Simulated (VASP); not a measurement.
# Co (P-3m1) in VASP: further runs, part 2 of 2

VASP 6.6.1. Earlier steps stand in the parts before.

## 3. Single point, LDA, collinear spin, ferromagnetic start

INCAR reads:

```
SYSTEM = Co
ADDGRID = .FALSE.
ALGO = Normal
EDIFF = 1E-6
ENCUT = 460
GGA = CA
ISIF = 2
ISMEAR = -1
ISPIN = 2
LASPH = .TRUE.
LCHARG = .FALSE.
LMAXMIX = 4
LORBIT = 11
LREAL = .FALSE.
LWAVE = .FALSE.
MAGMOM = 2 2
NBANDS = 20
NELM = 100
PREC = Accurate
SIGMA = 0.05
```

KPOINTS reads:

```
k-points
0
G
  7 7 4
  0 0 0
```

POSCAR reads:

```
Co
1.0
    2.4873648738      0.0000000000      0.0000000000
   -1.2436824369      2.1541211692      0.0000000000
    0.0000000000      0.0000000000      4.0632895034
Co
2
Direct
    0.3333333333      0.6666666667      0.7401390000
    0.6666666667      0.3333333333      0.2598610000
```

Potentials or basis: VASP PAW LDA potentials, release 64 (Co).

Command:

```
> cat potpaw_LDA.64/Co/POTCAR > POTCAR
> mpirun -np 1 vasp_std > vasp.out
```

OUTCAR:

```text
SYSTEM = Co
   EDIFF = 1E-6
   ENCUT = 460
   GGA = CA
   ISIF = 2
   ISMEAR = -1
   ISPIN = 2
   LASPH = .TRUE.
   LORBIT = 11
   LREAL = .FALSE.
   NELM = 100
   PREC = Accurate

 Found     28 irreducible k-points:

 Following reciprocal coordinates:
            Coordinates               Weight
  0.000000  0.000000  0.000000      1.000000
  0.142857  0.000000  0.000000      6.000000
  0.285714  0.000000  0.000000      6.000000
  0.428571  0.000000  0.000000      6.000000
  0.142857  0.142857  0.000000      6.000000
  0.285714  0.142857  0.000000     12.000000
   k-points           NKPTS =     28   k-points in BZ     NKDIM =     28   number of bands    NBANDS=     20
   number of dos      NEDOS =    301   number of ions     NIONS =      2
   total plane-waves  NPLWV =   9072
   dimension x,y,z NGX =    18 NGY =   18 NGZ =   28
   dimension x,y,z NGXF=    36 NGYF=   36 NGZF=   56
   ions per type =               2
   NGX,Y,Z   is equivalent  to a cutoff of  12.03, 12.03, 11.46 a.u.
   NGXF,Y,Z  is equivalent  to a cutoff of  24.06, 24.06, 22.91 a.u.
 SYSTEM =  Co
   PREC   = accura    normal or accurate (medium, high low for compatibility)
   ISTART =      0    job   : 0-new  1-cont  2-samecut
   ICHARG =      2    charge: 1-file 2-atom 10-const
   ISPIN  =      2    spin polarized calculation?
   LNONCOLLINEAR =      F non collinear calculations
   LSORBIT =      F    spin-orbit coupling
   LASPH  =      T    aspherical Exc in radial PAW
   ENCUT  =  460.0 eV  33.81 Ry    5.81 a.u.   4.35  4.35  7.11*2*pi/ulx,y,z
   NELM   =    100;   NELMIN=  2; NELMDL= -5     # of ELM steps
   EDIFF  = 0.1E-05   stopping-criterion for ELM
   LREAL  =      F    real-space projection
   EDIFFG = 0.1E-04   stopping-criterion for IOM
   NSW    =      0    number of steps for IOM
   IBRION =     -1    ionic relax: 0-MD 1-quasi-New 2-CG
   NFREE  =      0    steps in history (QN), initial steepest desc. (CG)
   ISIF   =      2    stress and relaxation
   ISYM   =      2    0-nonsym 1-usesym 2-fastsym
   POTIM  = 0.5000    time-step for ionic-motion
   TEBEG  =    0.0;   TEEND  =   0.0 temperature during run
   PSTRESS=    0.0 pullay stress
   NELECT =      18.0000    total number of electrons
   NUPDOWN=      -1.0000    fix difference up-down
   EMIN   =  10.00;   EMAX   =-10.00  energy-range for DOS
   EFERMI =   0.00;   METHOD = LEGACY
   ISMEAR =    -1;   SIGMA  =   0.05  broadening in eV -4-tet -1-fermi 0-gaus
   EFERMI_NEDOS =   21; number of points for ismear=-14 and -15
   IALGO  =     38    algorithm
   IMIX   =      4    mixing-type and parameters
     AMIX     =   0.40;   BMIX     =  1.00
     AMIX_MAG =   1.60;   BMIX_MAG =  1.00
  volume/ion in A,a.u.               =      10.89        73.46
  Fermi-wavevector in a.u.,A,eV,Ry     =   1.536514  2.903591 32.121660  2.360875
  Thomas-Fermi vector in A             =   2.643152
   LORBIT       =     11    0 simple, 1 ext, 2 COOP (PROOUT), +10 PAW based schemes
   GGA     = CA    functional components
   LHFCALC =     F    Hartree Fock is set to
   AEXX    =    0.0000 exact exchange contribution
   IVDW    =     0    specifies the selected vdW correction
   LEPSILON=     F    determine dielectric tensor
   LRPA    =     F    only Hartree local field effects (RPA)
 spin polarized calculation
  energy-cutoff  :      460.00
  volume of cell :       21.77
 maximum number of plane-waves:       525
 NGX is ok and might be reduce to    18
   NGX =  9   NGY =  9   NGZ = 15

 number of electron      18.0000003 magnetization       3.0269946

 Free energy of the ion-electron system (eV)
  ---------------------------------------------------
  ext. energy  EPLUGINS =         0.00000000
  ---------------------------------------------------
  free energy    TOTEN  =       -16.09253650 eV

  energy without entropy =      -16.07399722  energy(sigma->0) =      -16.08326686

 E-fermi :   9.9137     XC(G=0): -13.7143

 val. band max:        9.9061073310   @ k =   0.4286   0.0000   0.2500
 cond. band min:       9.9236935801   @ k =   0.0000   0.1429   0.2500
 fundamental gap:      0.0175862491
 Fermi energy:         9.9136915277

 spin component 1

 k-point     1 :       0.0000    0.0000    0.0000
  band No.  band energies     occupation
      1       0.9730      1.00000
      2       4.8040      1.00000
      3       7.3688      1.00000
      4       7.4300      1.00000
      5       7.4300      1.00000
      6       7.7193      1.00000
[... 12 lines left out ...]
     19      35.8825      0.00000
     20      35.8825      0.00000

 k-point     2 :       0.1429    0.0000    0.0000
  band No.  band energies     occupation
      1       1.6789      1.00000
      2       5.2117      1.00000
      3       6.9715      1.00000
      4       7.4435      1.00000
      5       7.5668      1.00000
      6       7.7531      1.00000
[... 12 lines left out ...]
     19      36.4098      0.00000
     20      38.5384      0.00000

 k-point     3 :       0.2857    0.0000    0.0000
  band No.  band energies     occupation
      1       3.5088      1.00000
      2       5.6442      1.00000
      3       6.2144      1.00000
      4       6.7882      1.00000
      5       7.4175      1.00000
      6       7.5918      1.00000
[... 12 lines left out ...]
     19      33.9495      0.00000
     20      37.2483      0.00000

 k-point     4 :       0.4286    0.0000    0.0000
  band No.  band energies     occupation
      1       5.0057      1.00000
      2       5.3466      1.00000
      3       5.6203      1.00000
      4       7.2851      1.00000
      5       7.3494      1.00000
      6       7.5355      1.00000
[... 12 lines left out ...]
     19      32.5489      0.00000
     20      35.0036      0.00000

 k-point     5 :       0.1429    0.1429    0.0000
  band No.  band energies     occupation
      1       2.9756      1.00000
      2       5.7617      1.00000
      3       6.4637      1.00000
      4       6.6544      1.00000
      5       7.3702      1.00000
      6       7.5756      1.00000
[... 12 lines left out ...]
     19      33.7124      0.00000
     20      36.9507      0.00000

 k-point     6 :       0.2857    0.1429    0.0000
  band No.  band energies     occupation
      1       4.8526      1.00000
      2       5.7488      1.00000
      3       5.8695      1.00000
      4       6.5647      1.00000
      5       7.2188      1.00000
      6       7.6456      1.00000
[... 12 lines left out ...]
     19      31.8440      0.00000
     20      36.4862      0.00000

 [... further k-points ...]

 spin component 2

 k-point     1 :       0.0000    0.0000    0.0000
  band No.  band energies     occupation
      1       1.1457      1.00000
      2       5.6700      1.00000
      3       8.7422      1.00000
      4       8.8090      1.00000
      5       8.8090      1.00000
      6       9.1307      1.00000
[... 12 lines left out ...]
     19      36.2912      0.00000
     20      36.2912      0.00000

 k-point     2 :       0.1429    0.0000    0.0000
  band No.  band energies     occupation
      1       1.8561      1.00000
      2       6.1278      1.00000
      3       8.2418      1.00000
      4       8.5001      1.00000
      5       8.9077      1.00000
      6       9.1604      1.00000
[... 12 lines left out ...]
     19      36.6158      0.00000
     20      38.9552      0.00000

 k-point     3 :       0.2857    0.0000    0.0000
  band No.  band energies     occupation
      1       3.7515      1.00000
      2       6.7202      1.00000
      3       7.2521      1.00000
      4       7.9077      1.00000
      5       8.7167      1.00000
      6       9.0148      1.00000
[... 12 lines left out ...]
     19      34.0793      0.00000
     20      37.6575      0.00000

 k-point     4 :       0.4286    0.0000    0.0000
  band No.  band energies     occupation
      1       5.6885      1.00000
      2       6.4152      1.00000
      3       6.6931      1.00000
      4       8.0582      1.00000
      5       8.7462      1.00000
      6       8.8244      1.00000
[... 12 lines left out ...]
     19      32.7711      0.00000
     20      35.3549      0.00000

 k-point     5 :       0.1429    0.1429    0.0000
  band No.  band energies     occupation
      1       3.1774      1.00000
      2       6.7725      1.00000
      3       7.5352      1.00000
      4       7.8204      1.00000
      5       8.6958      1.00000
      6       8.9728      1.00000
[... 12 lines left out ...]
     19      34.0450      0.00000
     20      37.3400      0.00000

 k-point     6 :       0.2857    0.1429    0.0000
  band No.  band energies     occupation
      1       5.2633      1.00000
      2       6.8508      1.00000
      3       6.9468      1.00000
      4       7.5886      1.00000
      5       8.5588      1.00000
      6       8.9615      1.00000
[... 12 lines left out ...]
     19      32.2404      0.00000
     20      36.8955      0.00000

 [... further k-points ...]

------------------------ aborting loop because EDIFF is reached ----------------------------------------

  FORCE on cell =-STRESS in cart. coord.  units (eV):
  Direction    XX          YY          ZZ          XY          YZ          ZX
  --------------------------------------------------------------------------------------
  -------------------------------------------------------------------------------------
  Total       -2.4963498     -2.4963498     -2.8002735      0.0000000      0.0000000      0.0000000
  in kB     -183.7082393   -183.7082393   -206.0742109      0.0000000      0.0000000      0.0000000
  external PRESSURE =    -191.1635632 kB  Pullay stress =       0.0000000 kB

 VOLUME and BASIS-vectors are now :
 -----------------------------------------------------------------------------
  energy-cutoff  :      460.00
  volume of cell :       21.77
      direct lattice vectors                 reciprocal lattice vectors
     2.487364874  0.000000000  0.000000000     0.402031889  0.232113220  0.000000000
    -1.243682437  2.154121169  0.000000000     0.000000000  0.464226439  0.000000000
     0.000000000  0.000000000  4.063289503     0.000000000  0.000000000  0.246106018

 POSITION                                       TOTAL-FORCE (eV/Angst)
 -----------------------------------------------------------------------------------
     -0.00000      1.43608      3.00740        -0.000000      0.000000      0.453313
      1.24368      0.71804      1.05589         0.000000     -0.000000     -0.453313
 -----------------------------------------------------------------------------------
    total drift:                                0.000000     -0.000000     -0.000000

  FREE ENERGIE OF THE ION-ELECTRON SYSTEM (eV)
  ---------------------------------------------------
  free  energy   TOTEN  =       -16.0925364992 eV

  energy  without entropy=      -16.0739972199  energy(sigma->0) =      -16.08326686

 total charge

# of ion       s       p       d       tot
------------------------------------------
    1        0.487   0.513   7.283   8.283
    2        0.487   0.513   7.283   8.283
--------------------------------------------------
tot          0.975   1.026  14.565  16.566

 magnetization (x)

# of ion       s       p       d       tot
------------------------------------------
    1       -0.013  -0.036   1.565   1.517
    2       -0.013  -0.036   1.565   1.517
--------------------------------------------------
tot         -0.026  -0.072   3.131   3.033
```

Run time: 14 s. Hardware: 1 thread of Intel Xeon Platinum 8488C (Sapphire Rapids), shared host; peak memory 0.13 GiB.

These settings aren't checked as converged: the numbers below hold their error.

Results:

| Quantity | Value |
| --- | --- |
| Free energy | -16.0925 eV |
| Pressure | -19.1 GPa |
| Largest force | 0.453 eV/Å |
| Band gap on the k mesh | none (metal or under the smearing width) |
| Net moment | 3.03 μB per cell |
| Site moments | Co +1.52 μB |
| Valence electrons inside the program's atomic spheres | Co 8.28 |

Caveat: the k mesh is coarse (spacing up to 0.42 Å⁻¹), so the values aren't converged.

## 4. Single point, LDA, collinear spin, ferromagnetic start

INCAR is that of step 3.

KPOINTS is that of step 3.

POSCAR reads:

```
Co
1.0
    2.4873648738      0.0000000000      0.0000000000
   -1.2436824369      2.1541211692      0.0000000000
    0.0000000000      0.0000000000      4.0632895034
Co
2
Direct
    0.3275520000      0.6759820000      0.7288160000
    0.6891290000      0.3188900000      0.2643300000
```

Potentials or basis: VASP PAW LDA potentials, release 64 (Co).

Command:

```
> cat potpaw_LDA.64/Co/POTCAR > POTCAR
> mpirun -np 1 vasp_std > vasp.out
```

OUTCAR:

```text
SYSTEM = Co
   EDIFF = 1E-6
   ENCUT = 460
   GGA = CA
   ISIF = 2
   ISMEAR = -1
   ISPIN = 2
   LASPH = .TRUE.
   LORBIT = 11
   LREAL = .FALSE.
   NELM = 100
   PREC = Accurate

 Found     99 irreducible k-points:

 Following reciprocal coordinates:
            Coordinates               Weight
  0.000000  0.000000  0.000000      1.000000
  0.142857  0.000000  0.000000      2.000000
  0.000000  0.142857  0.000000      2.000000
 -0.142857  0.142857  0.000000      2.000000
  0.285714  0.000000  0.000000      2.000000
  0.000000  0.285714  0.000000      2.000000
   k-points           NKPTS =     99   k-points in BZ     NKDIM =     99   number of bands    NBANDS=     20
   number of dos      NEDOS =    301   number of ions     NIONS =      2
   total plane-waves  NPLWV =   9072
   dimension x,y,z NGX =    18 NGY =   18 NGZ =   28
   dimension x,y,z NGXF=    36 NGYF=   36 NGZF=   56
   ions per type =               2
   NGX,Y,Z   is equivalent  to a cutoff of  12.03, 12.03, 11.46 a.u.
   NGXF,Y,Z  is equivalent  to a cutoff of  24.06, 24.06, 22.91 a.u.
 SYSTEM =  Co
   PREC   = accura    normal or accurate (medium, high low for compatibility)
   ISTART =      0    job   : 0-new  1-cont  2-samecut
   ICHARG =      2    charge: 1-file 2-atom 10-const
   ISPIN  =      2    spin polarized calculation?
   LNONCOLLINEAR =      F non collinear calculations
   LSORBIT =      F    spin-orbit coupling
   LASPH  =      T    aspherical Exc in radial PAW
   ENCUT  =  460.0 eV  33.81 Ry    5.81 a.u.   4.35  4.35  7.11*2*pi/ulx,y,z
   NELM   =    100;   NELMIN=  2; NELMDL= -5     # of ELM steps
   EDIFF  = 0.1E-05   stopping-criterion for ELM
   LREAL  =      F    real-space projection
   EDIFFG = 0.1E-04   stopping-criterion for IOM
   NSW    =      0    number of steps for IOM
   IBRION =     -1    ionic relax: 0-MD 1-quasi-New 2-CG
   NFREE  =      0    steps in history (QN), initial steepest desc. (CG)
   ISIF   =      2    stress and relaxation
   ISYM   =      2    0-nonsym 1-usesym 2-fastsym
   POTIM  = 0.5000    time-step for ionic-motion
   TEBEG  =    0.0;   TEEND  =   0.0 temperature during run
   PSTRESS=    0.0 pullay stress
   NELECT =      18.0000    total number of electrons
   NUPDOWN=      -1.0000    fix difference up-down
   EMIN   =  10.00;   EMAX   =-10.00  energy-range for DOS
   EFERMI =   0.00;   METHOD = LEGACY
   ISMEAR =    -1;   SIGMA  =   0.05  broadening in eV -4-tet -1-fermi 0-gaus
   EFERMI_NEDOS =   21; number of points for ismear=-14 and -15
   IALGO  =     38    algorithm
   IMIX   =      4    mixing-type and parameters
     AMIX     =   0.40;   BMIX     =  1.00
[... 32 lines left out ...]
 cond. band min:       9.9322391469   @ k =   0.2857  -0.2857   0.2500
 fundamental gap:      0.0176289954
 Fermi energy:         9.9192612389

 spin component 1

 k-point     1 :       0.0000    0.0000    0.0000
  band No.  band energies     occupation
      1       0.9751      1.00000
      2       4.7731      1.00000
      3       7.2853      1.00000
      4       7.3655      1.00000
      5       7.4408      1.00000
      6       7.6729      1.00000
[... 127 lines left out ...]
     19      34.1091      0.00000
     20      37.3546      0.00000

 [... further k-points ...]

 spin component 2

 k-point     1 :       0.0000    0.0000    0.0000
  band No.  band energies     occupation
      1       1.1480      1.00000
      2       5.6356      1.00000
      3       8.6197      1.00000
      4       8.7292      1.00000
      5       8.8304      1.00000
      6       9.0626      1.00000
[... 127 lines left out ...]
     19      34.2528      0.00000
     20      37.7581      0.00000

 [... further k-points ...]

------------------------ aborting loop because EDIFF is reached ----------------------------------------

  FORCE on cell =-STRESS in cart. coord.  units (eV):
  Direction    XX          YY          ZZ          XY          YZ          ZX
  --------------------------------------------------------------------------------------
  -------------------------------------------------------------------------------------
  Total       -2.4490658     -2.2075908     -2.2905287      0.2339607     -0.0862403      0.1757381
  in kB     -180.2285711   -162.4582459   -168.5617097     17.2173437     -6.3464896     12.9326968
  external PRESSURE =    -170.4161756 kB  Pullay stress =       0.0000000 kB

 VOLUME and BASIS-vectors are now :
 -----------------------------------------------------------------------------
  energy-cutoff  :      460.00
  volume of cell :       21.77
      direct lattice vectors                 reciprocal lattice vectors
     2.487364874  0.000000000  0.000000000     0.402031889  0.232113220  0.000000000
    -1.243682437  2.154121169  0.000000000     0.000000000  0.464226439  0.000000000
     0.000000000  0.000000000  4.063289503     0.000000000  0.000000000  0.246106018

 POSITION                                       TOTAL-FORCE (eV/Angst)
 -----------------------------------------------------------------------------------
     -0.02597      1.45615      2.96139         0.225198     -0.111876      0.905930
      1.31752      0.68693      1.07405        -0.225198      0.111876     -0.905930
 -----------------------------------------------------------------------------------
    total drift:                                0.000011      0.000009      0.000064

  FREE ENERGIE OF THE ION-ELECTRON SYSTEM (eV)
  ---------------------------------------------------
  free  energy   TOTEN  =       -16.0370528309 eV

  energy  without entropy=      -16.0202248399  energy(sigma->0) =      -16.02863884

 total charge

# of ion       s       p       d       tot
------------------------------------------
    1        0.491   0.519   7.290   8.300
    2        0.491   0.519   7.290   8.300
--------------------------------------------------
tot          0.983   1.037  14.579  16.599

 magnetization (x)

# of ion       s       p       d       tot
------------------------------------------
    1       -0.013  -0.037   1.561   1.511
    2       -0.013  -0.037   1.561   1.511
--------------------------------------------------
tot         -0.026  -0.073   3.122   3.023
```

OSZICAR:

```text
N       E                     dE             d eps       ncg     rms          rms(c)
DAV:   1     0.788493997029E+02    0.78849E+02   -0.76088E+03  8428   0.114E+03
DAV:   2    -0.139915574564E+02   -0.92841E+02   -0.83317E+02  8048   0.207E+02
DAV:   3    -0.183096258459E+02   -0.43181E+01   -0.41480E+01  8932   0.547E+01
DAV:   4    -0.183761561756E+02   -0.66530E-01   -0.66481E-01  9844   0.600E+00
DAV:   5    -0.183780503210E+02   -0.18941E-02   -0.18940E-02  9180   0.949E-01    0.154E+01
DAV:   6    -0.165815450388E+02    0.17965E+01   -0.79480E+00  8916   0.590E+01    0.759E+00
DAV:   7    -0.160824576570E+02    0.49909E+00   -0.13726E+00  9012   0.224E+01    0.380E+00
DAV:   8    -0.160532438717E+02    0.29214E-01   -0.16692E-02 11976   0.140E+00    0.161E+00
DAV:   9    -0.160387915114E+02    0.14452E-01   -0.24360E-03 13568   0.865E-01    0.436E-01
DAV:  10    -0.160371230581E+02    0.16685E-02   -0.47050E-04  9916   0.237E-01    0.766E-02
DAV:  11    -0.160370666196E+02    0.56438E-04   -0.37421E-05  9764   0.619E-02    0.374E-02
DAV:  12    -0.160370580947E+02    0.85250E-05   -0.30273E-06  9536   0.178E-02    0.225E-02
DAV:  13    -0.160370528659E+02    0.52287E-05   -0.12533E-06  5396   0.133E-02    0.744E-03
DAV:  14    -0.160370528309E+02    0.34963E-07   -0.51222E-07  4460   0.672E-03
   1 F= -.16037053E+02 E0= -.16028639E+02  d E =-.168280E-01  mag=     3.0191
```

Run time: 39 s. Hardware: 1 thread of Intel Xeon Platinum 8488C (Sapphire Rapids), shared host; peak memory 0.15 GiB.

The run converged, but some of its settings lie outside the range that counts as converged, so its numbers aren't taken as properties of the crystal.

Results:

```
Free energy                                           : -16.0371 eV
Pressure                                              : -17.0 GPa
Largest force                                         : 0.940 eV/Å
Band gap on the k mesh                                : none (metal or under the smearing width)
Net moment                                            : 3.02 μB per cell
Site moments                                          : Co +1.51 μB
Valence electrons inside the program's atomic spheres : Co 8.30
```

Caveat: the k mesh is coarse (spacing up to 0.42 Å⁻¹), so the values aren't converged.
